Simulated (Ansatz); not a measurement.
A series in volume scale on Ga

Results calculated with Ansatz 0.2.0, not measured. Periodic Kohn-Sham DFT of a crystal at fixed atoms, scaled to volume_scale times the given cell; pressure positive in compression, energy less spherical unpolarised free atoms, largest_vzz the field gradient of largest size among the nuclei.

The cell before it is scaled or strained (space group C2/c, No. 15):
```
CELL_PARAMETERS angstrom
1.38300 -4.02650 0.00000
1.38300 4.02650 0.00000
-0.11750 0.00000 3.32990
ATOMIC_POSITIONS crystal
Ga 0.86900 0.13100 0.25000
Ga 0.13100 0.86900 0.75000
```

Settings of every row: method all-electron PAW; functional PBEsol; relativity scalar; k mesh 14x14x11; filling fermi-dirac; smearing width 0.03 eV; nucleus gaussian.

Atom start moment: 0 on all atoms.

Limits: no gap: field gradients move with the k mesh.

| row | volume scale | V (Å³/atom) | pressure (GPa) | largest V_zz (1e21 V/m^2) |
| --- | --- | --- | --- | --- |
| 1 | 0.94 | 17.43 | 1.966 | 2.85 |
| 2 | 0.95 | 17.616 | 1.242 | 2.816 |
| 3 | 0.96 | 17.801 | 0.552 | 2.78 |
| 4 | 0.98 | 18.172 | ? | ? |
| 5 | 0.99 | 18.358 | -1.303 | 2.667 |
| 6 | 1 | 18.543 | -1.846 | 2.63 |
| 7 | 1.01 | 18.728 | -2.351 | 2.594 |
| 8 | 1.02 | 18.914 | -2.819 | 2.558 |
| 9 | 1.04 | 19.285 | -3.655 | 2.492 |
| 10 | 1.05 | 19.47 | -4.034 | 2.461 |
| 11 | 1.06 | 19.656 | -4.393 | 2.432 |

Question: what pressure should row 4 give?

Worked fit of pressure. Take u = (V_r/V)^(2/3) − 1 with V_r = 18.636 Å³ an atom, which is twice the finite (Eulerian) strain; such expansions in the strain, on which the Birch-Murnaghan equation of state is built, carry the rest volume and the bulk modulus. The shown rows have u = 0.04561, 0.03824, 0.03103, 0.01007, 0.00334, -0.00328, -0.00982, -0.02256, -0.02876, -0.0349. Least squares give pressure = −2.0983 + 75.924 × u + 294.31 × u² GPa; a straight line predicts inner rows, each left out in turn, worse (root mean square 0.17 against 0.0081 GPa). The rows lie off it by -0.011, 0.007, 0.011, 0.001, -0.005, -0.007, -0.004, 0.006, 0.004, -0.003 (root mean square 0.0067 GPa). The pressure vanishes at u = 0.0252, or V = 17.95 Å³ an atom, and there the bulk modulus at fixed shape and fractions is B = −V dP/dV = (2/3)(1 + u) dP/du = 62 GPa. Letting shape and atoms relax would as a rule lower it, by much in layered, chain or molecular crystals. The withheld row has u = 0.01695, so the fit gives −2.0983 + 75.924 × (0.01695) + 294.31 × (0.01695)² = -0.727 GPa.

The calculation gave -0.723 GPa. The fit lies 0.004 GPa (0.063 % of the column's range) below it; its largest miss of a shown row is 0.011 GPa.

The other values of row 4: largest V_zz 2.705 1e21 V/m^2.
